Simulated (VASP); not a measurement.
Crystal: BeSe.

```
CELL_PARAMETERS angstrom
0.00000 2.53500 2.53500
2.53500 0.00000 2.53500
2.53500 2.53500 0.00000
ATOMIC_POSITIONS crystal
Be 0.00000 0.00000 0.00000
Se 0.25000 0.25000 0.25000
```

```yaml
Program: VASP 6.6.1
Task: relaxation of cell and atoms
Functional: r2SCAN
Potentials_or_basis: VASP PAW PBE potentials, release 64 (Be, Se)
Cutoff: 600 eV
k_mesh: 8 × 8 × 8
Occupations: gaussian, width 0.02 eV
Spin: no spin polarisation
```

At the start: pressure 5.1 GPa; volume 16.29 Å³/atom.

Task: Where does the relaxation end?

Result: Over 3 steps the energy falls by 14.6 meV/atom and the volume is 17.25 Å³/atom (+5.9 %); space group F-43m (No. 216, to 0.05 Å).

The path:
```csv
step,energy change (eV),largest force (eV/Å),pressure (GPa),volume (Å³)
1,0.0000,0.0000,5.11,32.58
2,-0.0267,0.0000,-1.33,35.09
3,-0.0292,0.0000,0.02,34.49
```

Final structure:
```xyz
2
Lattice="0.0000 2.5836 2.5836 2.5836 0.0000 2.5836 2.5836 2.5836 0.0000" Properties=species:S:1:pos:R:3 pbc="T T T"
Be    0.0000    0.0000    0.0000
Se    1.2918    1.2918    1.2918
```

Caveat: the PAW data sets were made with another functional, which shifts forces and pressure a little.
